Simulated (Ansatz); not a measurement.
**Relaxing Zr**

Method: Ansatz, DFT PBE, scalar-relativistic, plane waves, PAW. Settings: 420 eV cutoff, 18×18×18 k-mesh, Gaussian smearing of 0.10 eV, no spin polarisation.

What was changed: relaxed at 60 GPa.

Other phases may be more stable at this pressure.

Command:

```bash
ansatz run input.yaml --threads 1 --pin off --max-ram 1331MiB --backend cpu --events-out ev --progress --plain --runs-dir out
```

Input:

```yaml
crystal:
  lattice:
    - [0.0, 2.0418596422, 2.0418596422]
    - [2.0418596422, 0.0, 2.0418596422]
    - [2.0418596422, 2.0418596422, 0.0]
  atoms:
    - { symbol: Zr, position: [0.0, 0.0, 0.0] }
basis:
  ecutwfc: 420
kpoints:
  mp_grid: { grid: [18, 18, 18] }
hamiltonian:
  xc: pbe
scf:
  occupations: { method: gaussian, width: 0.1 }
output:
  forces: true
  stress: true
  eigenvalues: true
  write_density: true
  write_potential: true
  elf: true
  volumetric_format: npy
relax:
  adjacent_minimum: "off"
  f_tol: 0.008
  max_steps: 50
  cell: { stress_tol: 0.08, p_target: 60.0 }
```

F is the free energy. Steps run on the plane waves of an earlier cell, but the last one, and at times one on the way, on a freshly chosen basis, so a repeated geometry can differ a little in energy. The relaxation lowers the enthalpy F + PV at the target pressure, so F itself can rise.

At step 2 F + PV rises: a step can overshoot before the optimiser corrects it.

Steps:

| step | F − F(1) (eV) | largest force component (eV/Å) | V (Å³/atom) | P (GPa) |
| --- | --- | --- | --- | --- |
| 1 | 0.0000 | 0.000 | 17.026 | 45.92 |
| 2 | 0.9584 | 0.000 | 14.655 | 87.64 |
| 3 | 0.2861 | 0.000 | 16.145 | 58.68 |
| 4 | 0.3180 | 0.000 | 16.058 | 60.09 |
| 5 | 0.3160 | 0.000 | 16.064 | 60.00 |
| 6 | 0.3163 | 0.000 | 16.064 | 59.99 |

Relaxed structure:

```
CELL_PARAMETERS angstrom
0.00000 2.00265 2.00265
2.00265 0.00000 2.00265
2.00265 2.00265 0.00000
ATOMIC_POSITIONS crystal
Zr 0.00000 0.00000 0.00000
```

Symmetry: Fm-3m, No. 225, cubic system. The conventional cell has a = 4.005 Å, b = 4.005 Å, c = 4.005 Å, α = 90.00°, β = 90.00°, γ = 90.00°. Zr (site symmetry m-3m) is surrounded by 12 Zr at 2.83 Å.

The run converged. The run took about 23 core-seconds.